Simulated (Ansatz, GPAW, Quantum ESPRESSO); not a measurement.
## The bulk modulus of Al, sorted by core time

**What was measured.** The bulk modulus of Al (Aluminum) (Fm-3m) is reported as 76.9 GPa (pmc:3831299, doi:10.1107/S0021889813023728). The runs below try to reproduce it.

The structure is cubic, space group Fm-3m (No. 225). The conventional cell has a = 4.050 Å, b = 4.050 Å, c = 4.050 Å, α = 90.00°, β = 90.00°, γ = 90.00°. Around Al (site symmetry m-3m) lie 12 Al at 2.86 Å.

```csv
rung,level,program and potentials,cutoff (eV),k mesh,smearing,spin,core time,chip,bulk modulus (GPa),miss,notes
LDA,LDA,"Ansatz, Ansatz PAW",420,11 × 11 × 11,fermi-dirac 0.05,off,4.4 s,Intel Xeon Platinum 8259CL Skylake/Cascade Lake,85.4,+11.1 %,"potentials made for PBE, which Ansatz adapts in part"
GGA,PBE,"Ansatz, Ansatz PAW",420,11 × 11 × 11,fermi-dirac 0.05,off,4.9 s,Intel Xeon Platinum 8259CL Skylake/Cascade Lake,79.0,+2.7 %,-
meta-GGA,r2SCAN,"Ansatz, Ansatz PAW",500,11 × 11 × 11,fermi-dirac 0.05,off,11 s,Intel Xeon Platinum 8259CL Skylake/Cascade Lake,91.1,+18.5 %,"potentials made for PBE, which Ansatz adapts in part"
GGA + dispersion,BLYP+D3(zero damping),"GPAW, PAW data sets generated for this functional",600,11 × 11 × 11,fermi-dirac 0.05,off,17 s,AMD EPYC 9R45 Zen 5,70.9,-7.8 %,-
non-local van der Waals functional,vdW-DF3-opt2,"Quantum ESPRESSO, PseudoDojo 0.4.1 SR PBE standard",544,11 × 11 × 11,fermi-dirac 0.05,off,6.5 min,Arm Neoverse V2,75.8,-1.4 %,potentials made for PBE
GGA + dispersion,PBEsol+D4,"Ansatz, all-electron LAPW, relativistic spinors",-,8 × 8 × 8,fermi-dirac 0.1,"non-collinear, random start, SOC",9.8 min,Arm Neoverse V2,88.9,+15.6 %,moment up to 0.00 μB a cell
```

Times are single runs on shared hosts and different chips, so they are rough; meshes, cutoffs and the tasks' sizes weigh on the time. Task: equation of state. Smearing widths are in eV. The cell comes from a database and isn't always the measured one. For a metal such meshes aren't converged. Meshes differ between rows, which moves values too. Meshes are those of the run's cell of 1 atom unless a note names another. Misses use the values as printed. Runs on faulty files, with rough fits or with known faults for this quantity aren't shown.

By rung: LDA 85.4; GGA 79.0; GGA + dispersion 70.9 to 88.9; non-local van der Waals functional 75.8; meta-GGA 91.1 (GPa). Measured: 76.9 GPa (pmc:3831299, doi:10.1107/S0021889813023728). Closest is vdW-DF3-opt2 (-1.4 %), and PBE misses by +2.7 % on plain settings. The runs are for a static lattice, while measurements hold temperature and zero-point motion.
